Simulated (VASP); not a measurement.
# GaAs (F-43m) in VASP: a series of runs

The runs below take GaAs through dielectric tensor, with PBEsol.

Program: VASP 6.6.1. These are calculated values, not measurements. Logs are shortened: lines on timing, memory, paths and dates and some standing lists are left out, and cuts for length are marked.

## 1. The crystal as given

It takes space group F-43m (No. 216, cubic). Conventional cell: a = 5.654 Å, b = 5.654 Å, c = 5.654 Å, α = 90.00°, β = 90.00°, γ = 90.00°. As (site symmetry -43m) is surrounded by 4 Ga at 2.45 Å. Ga (site symmetry -43m) is surrounded by 4 As at 2.45 Å.

## 2. Dielectric tensor, PBEsol

The input, INCAR:

```
SYSTEM = GaAs
ALGO     = Normal         ! electronic algorithm
EDIFF    = 1E-8           ! SCF threshold, eV
ENCUT    = 350            ! plane-wave cutoff, eV
GGA      = PS             ! functional
ISIF     = 2              ! what is computed and relaxed
ISMEAR   = 0              ! smearing method
LASPH    = .TRUE.         ! aspherical terms in the spheres
LCHARG   = .FALSE.        ! write CHGCAR
LEPSILON = .TRUE.         ! dielectric tensor by DFPT
LREAL    = .FALSE.        ! projectors in reciprocal space
LWAVE    = .FALSE.        ! write WAVECAR
NELM     = 100            ! most SCF steps
PREC     = Normal         ! precision mode
SIGMA    = 0.01           ! smearing width, eV
```

The input, KPOINTS:

```
k-points
0
G
  10 10 10
  0 0 0
```

The input, POSCAR:

```
GaAs
1.0
    0.0000000000      2.8268500000      2.8268500000
    2.8268500000      0.0000000000      2.8268500000
    2.8268500000      2.8268500000      0.0000000000
As Ga
1 1
Direct
    0.7500000000      0.7500000000      0.7500000000
    0.0000000000      0.0000000000      0.0000000000
```

Potentials or basis: VASP PAW PBE potentials, release 64 (As, Ga_d).

Started as:

```console
cat potpaw_PBE.64/As/POTCAR potpaw_PBE.64/Ga_d/POTCAR > POTCAR
mpirun -np 1 vasp_std > vasp.out
```

OUTCAR:

```text
SYSTEM = GaAs
   EDIFF = 1E-8
   ENCUT = 350
   GGA = PS
   ISIF = 2
   ISMEAR = 0
   LASPH = .TRUE.
   LEPSILON = .TRUE.
   LREAL = .FALSE.
   NELM = 100
   PREC = Normal

 Found     47 irreducible k-points:

 Following reciprocal coordinates:
            Coordinates               Weight
  0.000000  0.000000  0.000000      1.000000
  0.100000  0.000000  0.000000      8.000000
  0.200000  0.000000  0.000000      8.000000
  0.300000  0.000000  0.000000      8.000000
  0.400000  0.000000  0.000000      8.000000
  0.500000  0.000000  0.000000      4.000000
   k-points           NKPTS =     47   k-points in BZ     NKDIM =     47   number of bands    NBANDS=     13
   number of dos      NEDOS =    301   number of ions     NIONS =      2
   total plane-waves  NPLWV =   5832
   dimension x,y,z NGX =    18 NGY =   18 NGZ =   18
   dimension x,y,z NGXF=    36 NGYF=   36 NGZF=   36
   ions per type =               1   1
   NGX,Y,Z   is equivalent  to a cutoff of   7.49,  7.49,  7.49 a.u.
   NGXF,Y,Z  is equivalent  to a cutoff of  14.97, 14.97, 14.97 a.u.
 SYSTEM =  GaAs
   PREC   = normal    normal or accurate (medium, high low for compatibility)
   ISTART =      0    job   : 0-new  1-cont  2-samecut
   ICHARG =      2    charge: 1-file 2-atom 10-const
   ISPIN  =      1    spin polarized calculation?
   LNONCOLLINEAR =      F non collinear calculations
   LSORBIT =      F    spin-orbit coupling
   LASPH  =      T    aspherical Exc in radial PAW
   ENCUT  =  350.0 eV  25.72 Ry    5.07 a.u.   6.10  6.10  6.10*2*pi/ulx,y,z
   NELM   =    100;   NELMIN=  2; NELMDL= -5     # of ELM steps
   EDIFF  = 0.1E-07   stopping-criterion for ELM
   LREAL  =      F    real-space projection
   EDIFFG = 0.1E-06   stopping-criterion for IOM
   NSW    =      0    number of steps for IOM
   IBRION =     -1    ionic relax: 0-MD 1-quasi-New 2-CG
   NFREE  =      0    steps in history (QN), initial steepest desc. (CG)
   ISIF   =      2    stress and relaxation
   ISYM   =      2    0-nonsym 1-usesym 2-fastsym
   POTIM  = 0.5000    time-step for ionic-motion
   TEBEG  =    0.0;   TEEND  =   0.0 temperature during run
   PSTRESS=    0.0 pullay stress
   NELECT =      18.0000    total number of electrons
   NUPDOWN=      -1.0000    fix difference up-down
   EMIN   =  10.00;   EMAX   =-10.00  energy-range for DOS
   EFERMI =   0.00;   METHOD = LEGACY
   ISMEAR =     0;   SIGMA  =   0.01  broadening in eV -4-tet -1-fermi 0-gaus
   EFERMI_NEDOS =   21; number of points for ismear=-14 and -15
   IALGO  =     38    algorithm
   IMIX   =      4    mixing-type and parameters
     AMIX     =   0.40;   BMIX     =  1.00
     AMIX_MAG =   1.60;   BMIX_MAG =  1.00
  volume/ion in A,a.u.               =      22.59       152.44
  Fermi-wavevector in a.u.,A,eV,Ry     =   1.204628  2.276417 19.743799  1.451128
  Thomas-Fermi vector in A             =   2.340347
   LORBIT       =      0    0 simple, 1 ext, 2 COOP (PROOUT), +10 PAW based schemes
   GGA     = PS    functional components
   LHFCALC =     F    Hartree Fock is set to
   AEXX    =    0.0000 exact exchange contribution
   IVDW    =     0    specifies the selected vdW correction
   LEPSILON=     T    determine dielectric tensor
   LRPA    =     F    only Hartree local field effects (RPA)
 non-spin polarized calculation
 Gauss-broadening in eV      SIGMA  =   0.01
  energy-cutoff  :      350.00
  volume of cell :       45.18
 maximum number of plane-waves:       692
   NGX = 13   NGY = 13   NGZ = 13

--------------------------------------- Ionic step        1  -------------------------------------------

 number of electron      18.0000124 magnetization

 E-fermi :   3.9101     XC(G=0):  -9.7731

 val. band max:        3.8036170554   @ k =   0.0000   0.0000   0.0000
 cond. band min:       4.2589686673   @ k =   0.0000   0.0000   0.0000
 fundamental gap:      0.4553516119
 Fermi energy:         3.9101447792

 k-point     1 :       0.0000    0.0000    0.0000
  band No.  band energies     occupation
      1     -10.9594      2.00000
      2     -10.9594      2.00000
      3     -10.9594      2.00000
      4     -10.8794      2.00000
      5     -10.8794      2.00000
      6      -8.9491      2.00000
      7       3.8036      2.00000
      8       3.8036      2.00000
      9       3.8036      2.00000
     10       4.2590      0.00000
     11       7.4937      0.00000
     12       7.4937      0.00000
     13       7.4938      0.00000

 k-point     2 :       0.1000    0.0000    0.0000
  band No.  band energies     occupation
      1     -10.9688      2.00000
      2     -10.9572      2.00000
      3     -10.9572      2.00000
      4     -10.8795      2.00000
      5     -10.8795      2.00000
      6      -8.8308      2.00000
      7       2.2679      2.00000
      8       3.6430      2.00000
      9       3.6430      2.00000
     10       5.2369      0.00000
     11       7.7310      0.00000
     12       7.7310      0.00000
     13       7.7336      0.00000

 k-point     3 :       0.2000    0.0000    0.0000
  band No.  band energies     occupation
      1     -10.9912      2.00000
      2     -10.9514      2.00000
      3     -10.9514      2.00000
      4     -10.8795      2.00000
      5     -10.8795      2.00000
      6      -8.4910      2.00000
      7       0.4780      2.00000
      8       3.2976      2.00000
      9       3.2976      2.00000
     10       5.3288      0.00000
     11       8.1920      0.00000
     12       8.1921      0.00000
     13       8.8934      0.00000

 k-point     4 :       0.3000    0.0000    0.0000
  band No.  band energies     occupation
      1     -11.0163      2.00000
      2     -10.9452      2.00000
      3     -10.9452      2.00000
      4     -10.8784      2.00000
      5     -10.8784      2.00000
      6      -7.9819      2.00000
      7      -1.1419      2.00000
      8       2.9612      2.00000
      9       2.9613      2.00000
     10       5.0413      0.00000
     11       8.4414      0.00000
     12       8.4414      0.00000
     13      10.4816      0.00000

 k-point     5 :       0.4000    0.0000    0.0000
  band No.  band energies     occupation
      1     -11.0349      2.00000
      2     -10.9412      2.00000
      3     -10.9412      2.00000
      4     -10.8765      2.00000
      5     -10.8765      2.00000
      6      -7.4379      2.00000
      7      -2.3763      2.00000
      8       2.7341      2.00000
      9       2.7341      2.00000
     10       4.8129      0.00000
     11       8.4271      0.00000
     12       8.4271      0.00000
     13      11.3857      0.00000

 k-point     6 :       0.5000    0.0000    0.0000
  band No.  band energies     occupation
      1     -11.0418      2.00000
      2     -10.9398      2.00000
      3     -10.9398      2.00000
      4     -10.8755      2.00000
      5     -10.8755      2.00000
      6      -7.1701      2.00000
      7      -2.8778      2.00000
      8       2.6550      2.00000
      9       2.6551      2.00000
     10       4.7320      0.00000
     11       8.3879      0.00000
     12       8.3879      0.00000
     13      11.3860      0.00000

 [... further k-points ...]

  FORCE on cell =-STRESS in cart. coord.  units (eV):
  Direction    XX          YY          ZZ          XY          YZ          ZX
  --------------------------------------------------------------------------------------
  -------------------------------------------------------------------------------------
  Total        0.0606800      0.0606800      0.0606800      0.0000000      0.0000000     -0.0000000
  in kB        2.1518806      2.1518806      2.1518806      0.0000000      0.0000000     -0.0000000
  external PRESSURE =       2.1518806 kB  Pullay stress =       0.0000000 kB

 VOLUME and BASIS-vectors are now :
 -----------------------------------------------------------------------------
  energy-cutoff  :      350.00
  volume of cell :       45.18
      direct lattice vectors                 reciprocal lattice vectors
     0.000000000  2.826850000  2.826850000    -0.176875321  0.176875321  0.176875321
     2.826850000  0.000000000  2.826850000     0.176875321 -0.176875321  0.176875321
     2.826850000  2.826850000  0.000000000     0.176875321  0.176875321 -0.176875321

 POSITION                                       TOTAL-FORCE (eV/Angst)
 -----------------------------------------------------------------------------------
      4.24027      4.24027      4.24027        -0.000000     -0.000000     -0.000000
      0.00000      0.00000      0.00000         0.000000      0.000000      0.000000
 -----------------------------------------------------------------------------------
    total drift:                               -0.000008     -0.000008     -0.000005

  FREE ENERGIE OF THE ION-ELECTRON SYSTEM (eV)
  ---------------------------------------------------
  free  energy   TOTEN  =        -9.0904813138 eV

  energy  without entropy=       -9.0904813138  energy(sigma->0) =       -9.09048131

 HEAD OF MICROSCOPIC STATIC DIELECTRIC TENSOR (INDEPENDENT PARTICLE, excluding Hartree and local field effects)
 ------------------------------------------------------
          25.720817    -0.000000     0.000000
          -0.000000    25.720817     0.000000
          -0.000000    -0.000000    25.720817
 ------------------------------------------------------

 Free energy of the ion-electron system (eV)
  ---------------------------------------------------
  ---------------------------------------------------
  free energy    TOTEN  =        -3.13949134 eV

  energy without entropy =       -3.13949134

------------------------ aborting loop because EDIFF is reached ----------------------------------------

--------------------------------------- Ionic step        2  -------------------------------------------

------------------------ aborting loop because EDIFF is reached ----------------------------------------

--------------------------------------- Ionic step        3  -------------------------------------------

 Free energy of the ion-electron system (eV)
  ---------------------------------------------------
  ---------------------------------------------------
  free energy    TOTEN  =        -3.13949283 eV

  energy without entropy =       -3.13949283

------------------------ aborting loop because EDIFF is reached ----------------------------------------

 PIEZOELECTRIC TENSOR FIELD DIRECTION 3  (e Angst)
 -----------------------------------------------------------------------------
    -0.00023  2.58523  0.00000           (  0.00001  0.01502  0.00000)
     2.58523 -0.00023  0.00000           (  0.01502  0.00001  0.00000)
     0.00000  0.00000 -0.00105           (  0.00000  0.00000  0.00000)

 PIEZOELECTRIC TENSOR FIELD DIRECTION 3  (C/m^2)
 -----------------------------------------------------------------------------
    -0.00008  0.91679  0.00000
     0.91679 -0.00008  0.00000
     0.00000  0.00000 -0.00037

 MACROSCOPIC STATIC DIELECTRIC TENSOR (including local field effects in DFT)
 ------------------------------------------------------
          25.125729     0.000000    -0.000000
           0.000000    25.125729     0.000000
          -0.000000     0.000000    25.125729
 ------------------------------------------------------

 PIEZOELECTRIC TENSOR (including local field effects)  for field in x, y, z        (e  Angst)
          XX          YY          ZZ          XY          YZ          ZX
  --------------------------------------------------------------------------------
  x     0.00000     0.00000    -0.00000     0.00000     2.59241     0.00000
  y     0.00000     0.00000    -0.00000     0.00000    -0.00000     2.59241
  z    -0.00000    -0.00000     0.00000     2.59241     0.00000     0.00000

 PIEZOELECTRIC TENSOR (including local field effects)  for field in x, y, z        (C/m^2)
          XX          YY          ZZ          XY          YZ          ZX
  --------------------------------------------------------------------------------
  x     0.00000     0.00000    -0.00000     0.00000     0.91934     0.00000
  y     0.00000     0.00000    -0.00000     0.00000    -0.00000     0.91934
  z    -0.00000    -0.00000     0.00000     0.91934     0.00000     0.00000

 BORN EFFECTIVE CHARGES (including local field effects) (in |e|, cummulative output)
 ---------------------------------------------------------------------------------
 ion    1
    1    -2.18604     0.00000     0.00000
    2     0.00000    -2.18604     0.00000
    3     0.00000     0.00000    -2.18604
 ion    2
    1     2.18604     0.00000     0.00000
    2     0.00000     2.18604     0.00000
    3     0.00000     0.00000     2.18604
```

It took 3.3 min on 1 thread of Intel Xeon Platinum 8488C (Sapphire Rapids), shared host; peak memory 0.25 GiB.

These settings aren't checked as converged: the numbers below hold their error.

What came out:

* Band gap on the k mesh: 0.46 eV, direct
* Electronic dielectric tensor (diagonal): 25.13
* Born charges (mean of the diagonal): As -2.19; Ga +2.19 e

Caveat: the cutoff is under 1.25 times the usual one of these potentials, so pressure, stress and relaxed cells hold a basis-set (Pulay) error; the gap is small at this level, which inflates the dielectric constant; the PAW data sets were made with another functional, which shifts forces and pressure a little.

[end of part 1 of 3]
